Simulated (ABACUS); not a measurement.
Ti:

```xyz
1
Lattice="-1.6410 1.6410 1.6410 1.6410 -1.6410 1.6410 1.6410 1.6410 -1.6410" Properties=species:S:1:pos:R:3 pbc="T T T"
Ti    0.0000    0.0000    0.0000
```

This isn't the form of Ti at room conditions, which is hcp.

| Property | Result |
| --- | --- |
| Program | ABACUS 3.10.1 |
| Task | relaxation of cell and atoms |
| Functional | LDA |
| Potentials or basis | PseudoDojo NC SR 0.4.1 LDA standard |
| Cutoff | 1361 eV |
| Density cutoff | 5442 eV |
| Basis | DZP LCAO (the cutoffs set its grid) |
| k mesh | 10 × 10 × 10 |
| Occupations | fermi-dirac, width 0.05 eV |
| Spin | no spin polarisation |

At the start: pressure -10.6 GPa; volume 17.68 Å³/atom.

Task: Where does the relaxation end?

Result: Over 4 steps the energy falls by 61.0 meV/atom and the volume is 15.96 Å³/atom (-9.7 %); space group Im-3m (No. 229, to 0.05 Å).

Step by step:
```tsv
step	energy change (eV)	largest force (eV/Å)	pressure (GPa)	volume (Å³)
1	0.0000	0.0000	-10.56	17.68
2	-0.0223	0.0000	10.88	14.76
3	-0.0610	0.0000	-0.14	15.98
4	-0.0610	0.0000	-0.01	15.96
```

Final structure:
```
CELL_PARAMETERS angstrom
-1.58606 1.58606 1.58606
1.58606 -1.58606 1.58606
1.58606 1.58606 -1.58606
ATOMIC_POSITIONS crystal
Ti 0.00000 0.00000 0.00000
```

Caveat: the atomic orbitals were generated for these runs and aren't a published set; the basis of atomic orbitals isn't converged, which shifts pressures, moduli and gaps.
